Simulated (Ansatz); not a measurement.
Wires are cut from relaxed bulk GaP (F-43m, 20.85 Å³/atom, gap on the mesh 1.58 eV); atoms and period are relaxed, and energies count from that bulk.

Computed with DFT PBE, scalar-relativistic, plane waves, PAW in Ansatz.

Settings: cutoff 420 eV, Γ-centred mesh 1×1×6 on the computed 20-atom cell, Gaussian smearing of 0.05 eV; collinear spin from starting moments 0.3 0.3 0.3 0.3 0.3 0.3 0.3 0.3 0.3 0.3 0.3 0.3 0.3 0.3 0.3 0.3 0.3 0.3 0.3 0.3 μB.

Start ([001] wire, 20 host atoms a period):

```xyz
20
Lattice="18.6000 0.0000 0.0000 0.0000 18.9000 0.0000 0.0000 0.0000 5.5051" Properties=species:S:1:pos:R:3 pbc="T T T"
Ga    4.4831   10.1381    0.0000
Ga    9.9881    4.6331    0.0000
Ga    9.9881   10.1381    0.0000
P     5.8593   11.5144    4.1288
P    11.3644    6.0093    4.1288
P    11.3644   11.5144    4.1288
Ga    9.9881    7.3856    2.7525
Ga    9.9881   12.8907    2.7525
P     5.8593    8.7619    1.3763
P    11.3644    8.7619    1.3763
Ga    7.2356   10.1381    2.7525
Ga   12.7407   10.1381    2.7525
P     8.6119    6.0093    1.3763
P     8.6119   11.5144    1.3763
Ga    7.2356    7.3856    0.0000
Ga    7.2356   12.8907    0.0000
Ga   12.7407    7.3856    0.0000
P     8.6119    8.7619    4.1288
P     8.6119   14.2669    4.1288
P    14.1169    8.7619    4.1288
```

Relax it.

The free energy falls by 249 meV/atom.

```
excess energy (eV per host atom)                      : 0.514
line energy (eV/Å)                                    : 1.882
period (Å)                                            : 5.468
gap on the mesh (eV)                                  : 0.53
highest filled level or Fermi level under vacuum (eV) : 4.57
size of the moment (μB per cell)                      : 0.00
```

Relaxed structure:
```xyz
20
Lattice="18.6000 0.0000 0.0000 0.0000 18.9000 0.0000 0.0000 0.0000 5.4679" Properties=species:S:1:pos:R:3 pbc="T T T"
Ga    5.4035   10.0677   -0.0467
Ga    9.9174    5.5540   -0.0465
Ga   10.0204   10.1702   -0.0314
P     5.6771   11.6988    3.9466
P    11.5486    5.8269    3.9467
P    11.4961   11.6459    4.2864
Ga   10.0084    7.2893    2.7450
Ga    9.7067   12.6390    3.1619
P     5.6865    8.5471    1.5894
P    11.3216    8.7606    1.3693
Ga    7.1393   10.1586    2.7449
Ga   12.4891    9.8564    3.1619
P     8.3967    5.8367    1.5894
P     8.6110   11.4715    1.3693
Ga    7.5519    7.7022    0.4258
Ga    7.5254   12.7260   -0.3150
Ga   12.5761    7.6752   -0.3151
P     8.5940    8.7440    4.0691
P     8.2088   14.2706    3.6786
P    14.1212    8.3592    3.6793
```

Each run keeps its start's symmetry and one magnetic start, so lower states can exist.

The run took 32 min on 4 threads of Intel(R) Xeon(R) Processor @ 2.70GHz (shared host), peak memory 4.8 GiB.